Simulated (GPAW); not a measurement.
Set up this calculation in GPAW 26.7.0, as an ASE script.

```
Task                : single point
Functional          : PBE
Potentials or basis : GPAW PAW data sets (gpaw-data 1.2.1)
Cutoff              : 800 eV
Basis               : pw
k mesh              : 13 × 13 × 13
Occupations         : gaussian, width 0.014 eV
Spin                : no spin polarisation
Maxiter             : 150
```

The system is C.

```
C
1.0
     0.00000    1.78337    1.78337
     1.78337    0.00000    1.78337
     1.78337    1.78337    0.00000
C
2
Direct
  0.75000 0.75000 0.75000
  0.50000 0.50000 0.50000
```

This isn't the form of C at room conditions, which is graphite.

The input as run:

run.py

```python
from ase import Atoms
from ase.dft.bandgap import bandgap
from ase.io import write
from ase.units import GPa
from gpaw import GPAW, PW

atoms = Atoms(['C', 'C'],
              cell=[[0.0, 1.78337, 1.78337],
                    [1.78337, 0.0, 1.78337],
                    [1.78337, 1.78337, 0.0]],
              scaled_positions=[[0.75, 0.75, 0.75],
                                [0.5, 0.5, 0.5]],
              pbc=True)

calc = GPAW(mode=PW(800),
            xc='PBE',
            kpts={'size': (13, 13, 13), 'gamma': True},
            occupations={'name': 'methfessel-paxton', 'order': 0, 'width': 0.014},
            nbands=11,
            convergence={'density': 1e-05, 'energy': 1e-05},
            maxiter=150,
            txt='gpaw.txt')
atoms.calc = calc
energy = atoms.get_potential_energy()
forces = atoms.get_forces()
stress = atoms.get_stress()
calc.write('gs.gpw')
write('result.traj', atoms)
print(f'Energy: {energy:.6f} eV')
print('Forces (eV/A):')
print(forces.round(4))
print('Stress (GPa):', (stress / GPa).round(3))
print('Fermi level:', round(calc.get_fermi_level(), 4), 'eV')
print(f'Gap: {bandgap(calc)[0]:.4f} eV, direct: {bandgap(calc, direct=True)[0]:.4f} eV')
```

Potentials or basis: GPAW PAW data sets (gpaw-data 1.2.1), pw.

Launch:

```console
$ OMP_NUM_THREADS=1 python run.py
```

Results of the run:

```json
{
 "Pressure": "1.4 GPa",
 "Band gap on the k mesh": "4.14 eV, indirect (least direct gap 5.60 eV)"
}
```

Caveat: an odd mesh through Γ misses points on the zone boundary, where band edges often lie.

Wall time 10 s on 1 thread of Arm Neoverse V2 (shared host), peak memory 0.14 GiB.
